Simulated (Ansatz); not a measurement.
# BeTe (rocksalt type): how the settings move a single-point run

How sensitive is a single-point run of BeTe (rocksalt type) to its settings? A reference run comes first, then one run with altered input.

Program: Ansatz 0.2.0. Level of theory: reference: DFT, PBEsol, all-electron LAPW, scalar-relativistic. These are calculated values, not measurements.

## Step 1: Starting point

It takes space group Fm-3m (No. 225, cubic). The conventional cell has a = 4.471 Å, b = 4.471 Å, c = 4.471 Å, α = 90.00°, β = 90.00°, γ = 90.00°. Be (site symmetry m-3m) has 6 Te at 2.24 Å as nearest neighbours. Around Te (site symmetry m-3m) lie 6 Be at 2.24 Å.

As a file:

```cif
data_structure
_symmetry_space_group_name_H-M 'Fm-3m'
_symmetry_Int_Tables_number 225
_cell_length_a 4.4714
_cell_length_b 4.4714
_cell_length_c 4.4714
_cell_angle_alpha 90.000
_cell_angle_beta 90.000
_cell_angle_gamma 90.000
_cell_volume 89.40
loop_
_atom_site_label
_atom_site_type_symbol
_atom_site_symmetry_multiplicity
_atom_site_Wyckoff_symbol
_atom_site_fract_x
_atom_site_fract_y
_atom_site_fract_z
_atom_site_occupancy
Be1 Be 4 a 0.00000 0.00000 0.00000 1
Te1 Te 4 b 0.50000 0.00000 0.00000 1
```

## Step 2: The reference run

input.yaml reads:

```yaml
crystal:
  lattice:
    - [0.0, 2.2357192788, 2.2357192788]
    - [2.2357192788, 0.0, 2.2357192788]
    - [2.2357192788, 2.2357192788, 0.0]
  atoms:
    - { symbol: Be, position: [0.0, 0.0, 0.0] }
    - { symbol: Te, position: [0.5, 0.5, 0.5] }
kpoints:
  mp_grid: { grid: [15, 15, 15] }
  band_path:
    path:
      - [0.0, 0.0, 0.0]
      - [0.5, 0.0, 0.5]
      - [0.625, 0.25, 0.625]
      - [0.375, 0.375, 0.75]
      - [0.0, 0.0, 0.0]
      - [0.5, 0.5, 0.5]
      - [0.5, 0.25, 0.75]
      - [0.5, 0.0, 0.5]
    npoints: 8
scf:
  occupations: { method: fermi_dirac, width: 0.08 }
hamiltonian:
  xc: pbesol
  pseudopotentials: { kind: all_electron, lapw: { basis_error: 0.001 } }
output:
  forces: true
  stress: true
  eigenvalues: true
  populations: true
  dos: { projected: true, de: 0.2, e_range: [-14, 8] }
```

On the command line:

```
$ ansatz run input.yaml --threads 1 --pin off --max-ram 2048MiB --backend cpu --events-out ev --progress --plain --runs-dir out
```

## Step 3: Changing settings: dispersion d3bjatm

input.yaml, as its differences from that of step 2:

```diff
@@ -26,2 +26,3 @@
   pseudopotentials: { kind: all_electron, lapw: { basis_error: 0.001 } }
+  dispersion: d3bjatm
 output:
@@ -31,2 +32 @@
   populations: true
-  dos: { projected: true, de: 0.2, e_range: [-14, 8] }
```

What does the calculation give? Wanted: for each run, ending; energy change; pressure; gap; force.

**Answer**, as computed:

```tsv
run	ending	energy change	pressure (GPa)	gap (eV)	force (eV/Å)	cycles	time
reference	converged	0	103.7	0.00	0.00	8	16 s
1: dispersion d3bjatm	converged	-539.4 meV/atom (offset of the dispersion model)	96.8	0.00	0.00	8	17 s
```

Times don't compare one to one where runs were asked for different outputs or read a saved state (see the inputs); cycles may leave out searches for a lower state.

Residual by cycle in the longest SCF loop of each run; runs are numbered as in the table. The quantity is the density residual dr2, in eV.

```tsv
cycle	reference	run 1
1	0.638	0.638
2	0.217	0.217
3	0.0342	0.0342
4	0.00164	0.00164
5	6.5e-5	6.5e-5
6	7.1e-6	7.1e-6
7	6.0e-7	6.0e-7
8	1.9e-8	1.9e-8
```

The energy moves by -539.4 meV/atom, nearly all of it the dispersion term itself (-539.4 meV/atom); that offset belongs to the model and is no gain or loss of stability; the pressure goes from 103.7 to 96.8 GPa. The structure is not at rest: the sound run finds 104 GPa, so these are no properties of the relaxed crystal. 
